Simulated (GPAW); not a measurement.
**ZrO2 in GPAW: the effect of functional**

Crystal: ZrO2.

```xyz
3
Lattice="0.0000 2.5451 2.5451 2.5451 0.0000 2.5451 2.5451 2.5451 0.0000" Properties=species:S:1:pos:R:3 pbc="T T T"
Zr    0.0000    0.0000    0.0000
O     3.8176    3.8176    3.8176
O     1.2725    1.2725    1.2725
```

Measurements of this composition are mostly on another form, of space group No. 14.

Alike in all runs:

- Program: GPAW 26.7.0
- Task: band structure
- Cutoff: 800 eV
- Basis: pw
- k mesh: 9 × 9 × 9
- Occupations: fermi-dirac, width 0.05 eV
- Spin: no spin polarisation

```tsv
functional	potentials or basis	gap on the mesh (eV)
LDA	the program's PAW data sets (release 1.2.1) made for this functional	3.30
PBEsol	PAW data sets generated in the run's folder for this functional	3.33
TPSS	GPAW PAW data sets (gpaw-data 1.2.1)	3.51
vdW-DF-cx	GPAW PAW data sets (gpaw-data 1.2.1)	3.39
BLYP	PAW data sets generated in the run's folder for this functional	3.48
vdW-DF2	GPAW PAW data sets (gpaw-data 1.2.1)	3.54
GLLB-SC	the program's PAW data sets (release 1.2.1) made for this functional	?
AM05	PAW data sets generated in the run's folder for this functional	3.33
```

What does the run with functional GLLB-SC give?

gap on the mesh 6.35 eV.

Caveats: the GLLB-SC gap is the Kohn-Sham gap of the path plus the derivative discontinuity (some runs); a model potential gives levels but no total energy (some runs); an odd mesh through Γ misses points on the zone boundary, where band edges often lie (some runs).

Runs at the PBE level aren't shown here.
